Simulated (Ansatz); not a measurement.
**Fe: from a trial structure to a relaxed crystal**

The calculation used Ansatz, DFT PBEsol, scalar-relativistic, plane waves, PAW. Cutoff 420 eV, Γ-centred k mesh, Gaussian smearing, no spin polarisation in the final step.

The start puts Fe on the grey arsenic (A7) structure type (R-3m, No. 166), at a guessed volume.

```xyz
2
Lattice="1.5630 0.9024 2.8985 -1.5630 0.9024 2.8985 0.0000 -1.8048 2.8985" Properties=species:S:1:pos:R:3 pbc="T T T"
Fe    0.0000    0.0000    1.9785
Fe    0.0000    0.0000    6.7168
```

Cell and atoms relax at zero pressure; the relaxation can't lower the symmetry of the start. After a coarse first stage the cell is made exact in the group found at 0.06 Å.

Energies count from the standard state of Fe at the same level.

**Question.** Describe the relaxed structure.

**Answer.** It ends in Fm-3m (No. 225). The result has the fcc structure. Conventional cell: a = 3.405 Å. Fe is coordinated by 12 Fe at 2.41 Å.

```xyz
1
Lattice="0.0000 1.7025 1.7025 1.7025 0.0000 1.7025 1.7025 1.7025 0.0000" Properties=species:S:1:pos:R:3 pbc="T T T"
Fe    1.7025    1.7025    1.7025
```

**Question.** What are its volume, energy, density and gap?

**Answer.** The volume per atom is 9.87 Å³. The density is 9.40 g/cm³. The energy over the standard structure is 0.06 eV/atom and the gap on the 28×28×28 mesh is 0 eV (a metal).

The final run used a 28×28×28 mesh on its 1-atom cell and 0.10 eV smearing. The k mesh leaves about 4 meV/atom of noise in metals. Symmetry constrained the relaxation, so the result can be a saddle point. The steps took of the order of 90 core-seconds in all.